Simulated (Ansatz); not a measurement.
This was printed by a script on Ansatz's Python interface, for a single point from a YAML input of ZrO2, space group P4_2/nmc. What did the script look like? Use: PBE, PAW, cutoff 470 eV, 5×5×4 k-points, fixed occupations.

`scf.yaml`
```yaml
crystal:
  lattice:
    - [3.5961, 0.0, 0.0]
    - [0.0, 3.5961, 0.0]
    - [0.0, 0.0, 5.177]
  atoms:
    - { symbol: Zr, position: [0.0, 0.0, 0.0] }
    - { symbol: Zr, position: [0.5, 0.5, 0.5] }
    - { symbol: O, position: [0.0, 0.5, 0.203] }
    - { symbol: O, position: [0.0, 0.5, 0.703] }
    - { symbol: O, position: [0.5, 0.0, 0.297] }
    - { symbol: O, position: [0.5, 0.0, 0.797] }
kpoints:
  mp_grid: { kspacing: 0.4 }
hamiltonian:
  xc: pbe
scf:
  occupations: { method: fixed }
basis:
  ecutwfc: "470 eV"
output:
  forces: true
  stress: true
  eigenvalues: true
```

Output of `python zro2.py`:
```text
converged          True
n_iterations       6
n_electrons        48.0
n_kpoints          18
n_pw               1523
n_symmetry_ops     16
free_energy_ev     -10647.825532363953
fermi_energy_ev    11.32144726076041
gap on the k mesh: 4.013 eV
lowest empty less highest filled band, by band count: 4.013 eV
levels less the Fermi level (eV) at the first k-points
k = (0.000, 0.000, 0.000)
    -47.424 -47.369 -25.996 -25.446 -25.446 -25.321 -25.290 -25.290 -17.600 -16.363 -15.676 -15.371 -5.009 -4.679 -4.537 -4.537 -2.465 -2.465 -1.277 -1.277 -0.544 -0.118 -0.118 -0.117 4.013 4.537 5.123 5.266
k = (0.000, 0.000, 0.250)
    -47.416 -47.377 -25.908 -25.433 -25.423 -25.423 -25.313 -25.313 -17.333 -16.233 -15.989 -15.528 -4.498 -4.360 -4.360 -4.114 -3.046 -3.046 -1.461 -0.976 -0.816 -0.816 -0.074 -0.074 4.170 4.766 5.050 5.193
k = (0.000, 0.000, -0.500)
    -47.397 -47.397 -25.683 -25.683 -25.372 -25.372 -25.364 -25.364 -16.681 -16.681 -15.897 -15.897 -3.922 -3.922 -3.742 -3.742 -3.145 -3.145 -2.672 -2.672 -0.500 -0.500 -0.031 -0.031 4.581 4.581 5.154 5.154
k = (0.000, 0.200, 0.000)
    -47.413 -47.368 -25.910 -25.598 -25.470 -25.425 -25.348 -25.299 -17.243 -16.225 -15.749 -15.521 -4.936 -4.513 -4.276 -3.612 -2.864 -2.463 -1.641 -1.451 -0.781 -0.684 -0.198 -0.045 4.594 4.709 4.926 5.308
pressure 5.260 GPa
stress tensor, GPa, positive in compression
[[4.942 0.    0.   ]
 [0.    4.942 0.   ]
 [0.    0.    5.898]]
audit    band_cg_iterations x1
audit    loop_bands_changed x1
audit    preconditioner_resolved x1
```

One script that gives this output:

Script `zro2.py`:
```python
"""Run a YAML input for ZrO2 from Python."""

from collections import Counter
import json

import ansatz as az
import numpy as np


def main() -> None:
    out = az.Session.from_deck("scf.yaml").plan(threads=1).execute()
    rep = out.report

    for key in ("converged", "n_iterations", "n_electrons", "n_kpoints", "n_pw", "n_symmetry_ops", "free_energy_ev", "fermi_energy_ev"):
        print(f"{key:18s} {rep[key]}")

    gap = None if "band_edges_ev" not in rep else rep["band_edges_ev"][1] - rep["band_edges_ev"][0]
    print("gap on the k mesh:", "withheld (metal, or smearing too wide to tell)" if gap is None else f"{gap:.3f} eV")
    print("lowest empty less highest filled band, by band count:", round(rep["gap_by_band_count_ev"], 3), "eV")

    fermi = rep["fermi_energy_ev"]
    print("levels less the Fermi level (eV) at the first k-points")
    for k, levels in list(zip(rep["kpoints_frac"], rep["eigenvalues_ev"]))[:4]:
        print("k = ({:.3f}, {:.3f}, {:.3f})".format(*k))
        print("   ", " ".join(f"{e - fermi:.3f}" for e in levels))

    # pressure is a third of the trace
    stress = np.array(rep["stress_gpa"])
    print(f"pressure {np.trace(stress) / 3:.3f} GPa")
    print("stress tensor, GPa, positive in compression")
    print(np.round(stress, 3) + 0.0)

    keep = ["free_energy_ev", "energy_sigma0_ev", "fermi_energy_ev", "n_iterations", "converged", "magnetization_mub", "n_kpoints"]
    with open("zro2.json", "w") as handle:
        json.dump({key: rep[key] for key in keep}, handle, indent=1)

    told = Counter((n["data"]["severity"], n["data"]["kind"]) for n in out.notices if n["event"] == "notice")
    for (severity, kind), count in sorted(told.items()):
        print(f"{severity:8s} {kind} x{count}")


if __name__ == "__main__":
    main()
```

Total energies depend on the potentials; only differences at equal settings carry meaning. A total without «per atom» is that of the cell as typed. No spin polarisation was allowed. Along an axis with an odd division the mesh misses the point at one half; a gap read on a finite mesh is an upper bound on this functional's gap. Semilocal gaps usually lie well under measured ones. The computed bands are complete only to about 5.0 eV above the Fermi level. Only differences from the Fermi energy are physical; the zero of the scale is a convention. This is a high-temperature or high-pressure form, not the ambient phase. At these settings the cell as given stands under about 5 GPa, so it isn't at this functional's equilibrium volume. The structure is a deposited one; some such entries were measured under pressure or heat, so a shift against it needn't be the functional's error alone. Gaps and levels are Kohn-Sham values on a finite set of k-points, without spin-orbit coupling. Timing: 2 s on 1 thread of Arm Neoverse V2 (shared host), peak memory 0.39 GiB.

(Lines on the test bed's own set-up are left out of the output.)
